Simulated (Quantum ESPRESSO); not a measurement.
The system is CuAu.

```
CELL_PARAMETERS angstrom
2.81075 0.00000 0.00000
0.00000 2.81075 0.00000
0.00000 0.00000 3.68500
ATOMIC_POSITIONS crystal
Au 0.00000 0.00000 0.00000
Cu 0.50000 0.50000 0.50000
```

- Program: Quantum ESPRESSO 7.5
- Task: phonons
- Functional: AM05
- Potentials or basis: Ansatz NC SR PBE
- Cutoff: 1252 eV
- Density cutoff: 5007 eV
- k mesh: 6 × 6 × 5
- Occupations: cold, width 0.2 eV
- Spin: no spin polarisation
- Mixing beta: 0.5
- Most SCF iterations: 120
- SCF threshold: 4e-10 Ry

The cell and the atoms were relaxed first, to 14.16 Å³/atom (a = 2.781 Å, b = 2.781 Å, c = 3.662 Å, α = 90.00°, β = 90.00°, γ = 90.00°), and the response was taken there.

Q: Which optical modes does the crystal have at the zone centre, and which show in infrared and Raman spectra?

A: The optical modes are Eu + A2u. Infrared active: Eu + A2u. None is Raman active.

Optical modes at Γ, degenerate ones joined:
```
cm⁻¹  components  symmetry  active in
 147           2        Eu         IR
 204           1       A2u         IR
```

Caveat: the k mesh is coarse (spacing up to 0.37 Å⁻¹), so the values aren't converged; the mesh is thin for the phonons of a metal; the potentials were made for another functional, which shifts forces and pressure.
